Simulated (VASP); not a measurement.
# ZnS (Wurtzite-2H) (P6_3mc) in VASP: single point with PBE

Aim: the single point of ZnS (Wurtzite-2H) with PBE.

All numbers are computed with VASP 6.6.1; they aren't measurements. Logs are shortened: lines on timing, memory, paths and dates and some standing lists are left out, and cuts for length are marked.

**Experimental background.**

A printed reference work, monograph reports, for a bulk crystal of ZnS at 4 K: band gap 3.911 eV (direct).

The runs below are set against these values where they give the same quantity.

**1. The cell of the first run**

It takes space group P6_3mc (No. 186, hexagonal). Conventional cell: a = 3.811 Å, b = 3.811 Å, c = 6.234 Å, α = 90.00°, β = 90.00°, γ = 120.00°. Zn (site symmetry 3m) has 4 S at 2.31 to 2.40 Å within 3.1 Å. Within 3.1 Å of S (site symmetry 3m) lie 4 Zn at 2.31 to 2.40 Å.

**2. Single point, PBE**

INCAR

```
SYSTEM = ZnS
PREC = Accurate
ENCUT = 500
EDIFF = 1E-6
ISMEAR = 0
SIGMA = 0.05
LREAL = .FALSE.
LASPH = .TRUE.
NELM = 120
ALGO = Normal
ISIF = 2
LWAVE = .FALSE.
LCHARG = .FALSE.
GGA = PE
NBANDS = 26
GGA_COMPAT = .FALSE.
```

KPOINTS

```
Automatic mesh
0
G
  5 5 3
  0 0 0
```

POSCAR

```
ZnS
1.0
    3.8110000000      0.0000000000      0.0000000000
   -1.9055000000      3.3004230000      0.0000000000
    0.0000000000      0.0000000000      6.2340000000
Zn S
2 2
Direct
    0.3333333333      0.6666666667      0.0000000000
    0.6666666667      0.3333333333      0.5000000000
    0.3333333333      0.6666666667      0.3850000000
    0.6666666667      0.3333333333      0.8850000000
```

Potentials or basis: VASP PAW PBE potentials, release 64 (Zn, S).

Run with:

```
$ cat potpaw_PBE.64/Zn/POTCAR potpaw_PBE.64/S/POTCAR > POTCAR
$ mpirun -np 1 vasp_std > vasp.out
```

OUTCAR:

```text
SYSTEM = ZnS
   PREC = Accurate
   ENCUT = 500
   EDIFF = 1E-6
   ISMEAR = 0
   LREAL = .FALSE.
   LASPH = .TRUE.
   NELM = 120
   ISIF = 2
   GGA = PE

 ion  position               nearest neighbor table
   1  0.333  0.667  0.000-   4 2.31   4 2.31   4 2.31   3 2.40
   2  0.667  0.333  0.500-   3 2.31   3 2.31   3 2.31   4 2.40
   3  0.333  0.667  0.385-   2 2.31   2 2.31   2 2.31   1 2.40
   4  0.667  0.333  0.885-   1 2.31   1 2.31   1 2.31   2 2.40

  LATTYP: Found a hexagonal cell.
 ALAT       =     3.8110000000
 C/A-ratio  =     1.6357911309

  Lattice vectors:

 A1 = (   3.8110000000,   0.0000000000,   0.0000000000)
 A2 = (  -1.9055000000,   3.3004230000,   0.0000000000)
 A3 = (   0.0000000000,   0.0000000000,   6.2340000000)

Analysis of symmetry for initial positions (statically):
=====================================================================
 Subroutine PRICEL returns:
 Original cell was already a primitive cell.

 Routine SETGRP: Setting up the symmetry group for a
 hexagonal supercell.

 Subroutine GETGRP returns: Found 12 space group operations
 (whereof  6 operations were pure point group operations)
 out of a pool of 24 trial point group operations.

The static configuration has the point symmetry C_3v.
 The point group associated with its full space group is C_6v.

Analysis of symmetry for dynamics (positions and initial velocities):
=====================================================================
 Subroutine PRICEL returns:
 Original cell was already a primitive cell.

 Routine SETGRP: Setting up the symmetry group for a
 hexagonal supercell.

 Subroutine GETGRP returns: Found 12 space group operations
 (whereof  6 operations were pure point group operations)
 out of a pool of 24 trial point group operations.

The dynamic configuration has the point symmetry C_3v.
 The point group associated with its full space group is C_6v.

 Subroutine INISYM returns: Found 12 space group operations
 (whereof  6 operations are pure point group operations),
 and found     1 'primitive' translations

----------------------------------------------------------------------------------------

                                     Primitive cell

  volume of cell :      78.4107

  direct lattice vectors                    reciprocal lattice vectors
     3.811000000  0.000000000  0.000000000     0.262398321  0.151495733  0.000000000
    -1.905500000  3.300423000  0.000000000     0.000000000  0.302991465  0.000000000
     0.000000000  0.000000000  6.234000000     0.000000000  0.000000000  0.160410651
[... 74 lines left out ...]
   LREAL  =      F    real-space projection
   EDIFFG = 0.1E-04   stopping-criterion for IOM
   NSW    =      0    number of steps for IOM
   IBRION =     -1    ionic relax: 0-MD 1-quasi-New 2-CG
   NFREE  =      0    steps in history (QN), initial steepest desc. (CG)
   ISIF   =      2    stress and relaxation
   ISYM   =      2    0-nonsym 1-usesym 2-fastsym
   POTIM  = 0.5000    time-step for ionic-motion
   TEBEG  =    0.0;   TEEND  =   0.0 temperature during run
   PSTRESS=    0.0 pullay stress
   NELECT =      36.0000    total number of electrons
   NUPDOWN=      -1.0000    fix difference up-down
   EMIN   =  10.00;   EMAX   =-10.00  energy-range for DOS
   EFERMI =   0.00;   METHOD = LEGACY
   ISMEAR =     0;   SIGMA  =   0.05  broadening in eV -4-tet -1-fermi 0-gaus
   EFERMI_NEDOS =   21; number of points for ismear=-14 and -15
   IALGO  =     38    algorithm
   IMIX   =      4    mixing-type and parameters
     AMIX     =   0.40;   BMIX     =  1.00
     AMIX_MAG =   1.60;   BMIX_MAG =  1.00
  volume/ion in A,a.u.               =      19.60       132.29
  Fermi-wavevector in a.u.,A,eV,Ry     =   1.262943  2.386617 21.701646  1.595026
  Thomas-Fermi vector in A             =   2.396326
   LORBIT       =      0    0 simple, 1 ext, 2 COOP (PROOUT), +10 PAW based schemes
   GGA     = PE    functional components
   LHFCALC =     F    Hartree Fock is set to
   AEXX    =    0.0000 exact exchange contribution
   IVDW    =     0    specifies the selected vdW correction
   LEPSILON=     F    determine dielectric tensor
   LRPA    =     F    only Hartree local field effects (RPA)
 non-spin polarized calculation
 Gauss-broadening in eV      SIGMA  =   0.05
  energy-cutoff  :      500.00
  volume of cell :       78.41
 maximum number of plane-waves:      2005
 NGX is ok and might be reduce to    28
   NGX = 13   NGY = 13   NGZ = 23

 number of electron      35.9999977 magnetization

 Free energy of the ion-electron system (eV)
  ---------------------------------------------------
  ext. energy  EPLUGINS =         0.00000000
  ---------------------------------------------------
  free energy    TOTEN  =       -13.63957560 eV

  energy without entropy =      -13.63957560  energy(sigma->0) =      -13.63957560

 E-fermi :   2.3800     XC(G=0):  -9.6492

 val. band max:        2.1671659126   @ k =   0.0000   0.0000   0.0000
 cond. band min:       4.4188520803   @ k =   0.0000   0.0000   0.0000
 fundamental gap:      2.2516861677
 Fermi energy:         2.3800357838

 k-point     1 :       0.0000    0.0000    0.0000
  band No.  band energies     occupation
      1     -11.0262      2.00000
      2     -10.1026      2.00000
      3      -4.2054      2.00000
      4      -4.2054      2.00000
      5      -4.1411      2.00000
      6      -4.1411      2.00000
[... 279 lines left out ...]
     25      11.5812      0.00000
     26      12.0653      0.00000

------------------------ aborting loop because EDIFF is reached ----------------------------------------

  FORCE on cell =-STRESS in cart. coord.  units (eV):
  Direction    XX          YY          ZZ          XY          YZ          ZX
  --------------------------------------------------------------------------------------
  -------------------------------------------------------------------------------------
  Total        1.5916899      1.5916901      0.5350927      0.0000000      0.0000000     -0.0000000
  in kB       32.5232311     32.5232348     10.9336272      0.0000000      0.0000000     -0.0000000
  external PRESSURE =      25.3266977 kB  Pullay stress =       0.0000000 kB

 VOLUME and BASIS-vectors are now :
 -----------------------------------------------------------------------------
  energy-cutoff  :      500.00
  volume of cell :       78.41
      direct lattice vectors                 reciprocal lattice vectors
     3.811000000  0.000000000  0.000000000     0.262398321  0.151495733  0.000000000
    -1.905500000  3.300423000  0.000000000     0.000000000  0.302991465  0.000000000
     0.000000000  0.000000000  6.234000000     0.000000000  0.000000000  0.160410651

 POSITION                                       TOTAL-FORCE (eV/Angst)
 -----------------------------------------------------------------------------------
     -0.00000      2.20028      0.00000         0.000000      0.000000      0.326580
      1.90550      1.10014      3.11700        -0.000000     -0.000000      0.326580
     -0.00000      2.20028      2.40009        -0.000000     -0.000000     -0.326580
      1.90550      1.10014      5.51709        -0.000000     -0.000000     -0.326580
 -----------------------------------------------------------------------------------
    total drift:                               -0.000000     -0.000000      0.000367

  FREE ENERGIE OF THE ION-ELECTRON SYSTEM (eV)
  ---------------------------------------------------
  free  energy   TOTEN  =       -13.6395755988 eV

  energy  without entropy=      -13.6395755988  energy(sigma->0) =      -13.63957560
```

stdout:

```text
POSCAR found type information on POSCAR ZnS
 POSCAR found :  2 types and       4 ions
 scaLAPACK will be used
 LDA part: xc-table for (Slater+PW92), standard interpolation
 POSCAR, INCAR and KPOINTS ok, starting setup
 FFT: planning ... GRIDC
 FFT: planning ... GRID_SOFT
 FFT: planning ... GRID
 WAVECAR not read
 entering main loop
```

Wall time 44 s (1 thread of AMD EPYC 7R13, shared host); peak memory 0.15 GiB.

Results:

```yaml
Free_energy: -13.6396 eV
Pressure: 2.5 GPa
Largest_force: 0.327 eV/Å
Band_gap_on_the_k_mesh: 2.25 eV, direct
```

Forces on the atoms (eV/Å):
```
Zn   0.000  0.000  0.327
Zn   0.000  0.000  0.327
S    0.000  0.000 -0.327
S    0.000  0.000 -0.327
```

Stress tensor (GPa, compression positive):
```
3.25 0.00 0.00
0.00 3.25 0.00
0.00 0.00 1.09
```

**3. Against experiment**

Step 2. Against the measured gap of ZnS, 3.911 eV (direct; 4 K; a printed reference work, monograph), the calculated 2.25 eV is off by -1.66 eV. The value is that of PBE, without temperature or zero-point motion. Semilocal functionals fall short of measured gaps as a rule.
